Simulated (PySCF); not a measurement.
Electric properties by functional and basis

Species: 1,3-cyclohexadiene, C₆H₈.
Geometry (PBE0-D3(BJ)/def2-SVP, Å), atoms numbered from 1 in this order:
```xyz
14
C6H8 angstrom
C      1.370    0.684   -0.317
C      0.206    1.309   -0.563
C     -1.093    0.562   -0.447
C     -1.024   -0.536    0.612
C      0.259   -1.314    0.527
C      1.385   -0.717    0.102
H      2.322    1.206   -0.449
H      0.194    2.345   -0.913
H     -1.925    1.249   -0.231
H     -1.321    0.113   -1.435
H     -1.087   -0.084    1.623
H     -1.896   -1.202    0.527
H      0.277   -2.351    0.878
H      2.333   -1.263    0.087
```

PySCF, dipoles from the SCF density, polarisabilities from static response with core orbitals frozen. Geometry: PBE0-D3(BJ)/def2-SVP, one conformer, isolated molecule.

Reference dipole: 0.437 D (measured, gas; NIST CCCBDB Release 22 (SRD 101), experimental dipoles). The anisotropy is √(½[(α1 − α2)² + (α2 − α3)² + (α3 − α1)²]).

| level | μ (D) | error (%) | α (Å³) | anisotropy (Å³) |
| --- | --- | --- | --- | --- |
| PBE0/def2-SVPD | 0.504 | +15.4 | 10.24 | 4.01 |
| CAM-B3LYP/def2-SVPD | 0.482 | +10.2 | 10.19 | 3.94 |
| wB97X-D/def2-SVPD | 0.510 | +16.6 | 10.21 | 3.89 |
| LC-wPBE/def2-SVPD | 0.500 | +14.4 | 9.90 | 3.80 |
| PBE0/6-31G* | 0.407 | -6.8 | 8.55 | 5.07 |
| PBE0/def2-SVP | 0.466 | +6.6 | 8.99 | 4.67 |
| PBE0/6-31+G* | 0.514 | +17.6 | 10.01 | 3.98 |
| PBE0/aug-cc-pVDZ | 0.524 | +20.0 | 10.58 | 3.94 |
| PBE0/def2-TZVP | 0.493 | +12.8 | 10.05 | 4.27 |
| PBE0/def2-TZVPD | 0.522 | +19.3 | 10.50 | 4.00 |

For the dipole, the smallest error is 6.6% (PBE0/def2-SVP) and the largest 20.0% (PBE0/aug-cc-pVDZ). The dipole runs from 0.41 D (PBE0/6-31G*) to 0.52 D (PBE0/aug-cc-pVDZ). No reference polarisability is at hand; against PBE0 in the largest diffuse basis at hand (def2-TZVPD) the other PBE0 rows deviate by 6-31G* -19%, def2-SVP -14%, 6-31+G* -5%, def2-SVPD -3%, aug-cc-pVDZ +1%, def2-TZVP -4%. In one basis (def2-SVPD) the functionals order the polarisability from LC-wPBE (lowest) to PBE0 (highest), a spread of 3%. With PBE0 the polarisability is 9.20 Å³ without diffuse functions (mean of 6-31G*, def2-SVP and def2-TZVP) and 10.33 Å³ with them (mean of 6-31+G*, def2-SVPD, aug-cc-pVDZ and def2-TZVPD). Measured values can belong to vibrating molecules; the computed ones are for one fixed geometry.
